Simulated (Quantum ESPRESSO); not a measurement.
Runs of Quantum ESPRESSO 7.5 on Cu2O (Cuprite). Symmetry: Pn-3m, No. 224, cubic system. Conventional cell: a = 4.260 Å, b = 4.260 Å, c = 4.260 Å, α = 90.00°, β = 90.00°, γ = 90.00°. Cu (site symmetry -3m) is surrounded by 2 O at 1.84 Å. Around O (site symmetry -43m) lie 4 Cu at 1.84 Å. 

```tsv
level	U	mixing beta	gap on the mesh (eV)	pressure (GPa)
LDA+U	Cu d U = 5 eV	0.3	(d)	(c)
LDA+U	Cu d U = 4 eV	0.3	(b)	-4.6
LDA+U	Cu d U = 2 eV	0.3	0.68	-6.4
LDA+U	Cu d U = 3 eV	0.3	(a)	-5.5
LDA+U	Cu d U = 6 eV	0.3	0.93	-2.6
LDA	-	0.5	0.54	-8.2
LDA+U	Cu d U = 1 eV	0.3	0.61	-7.3
LDA+U	Cu d U = 8 eV	0.3	1.05	-0.5
```

Alike in all rows: task single point; potentials or basis SSSP 1.3 efficiency PBE; no spin polarisation; cell as given; k mesh 6 × 6 × 6; cutoff (eV) 748; smearing fermi-dirac 0.05 eV.

Question: Fill in the values left out.

Answer: (a) 0.75; (b) 0.81; (c) -3.6; (d) 0.87.

Caveats: the potentials were made for another functional, which shifts forces and pressure.

A k mesh can miss the band edges.
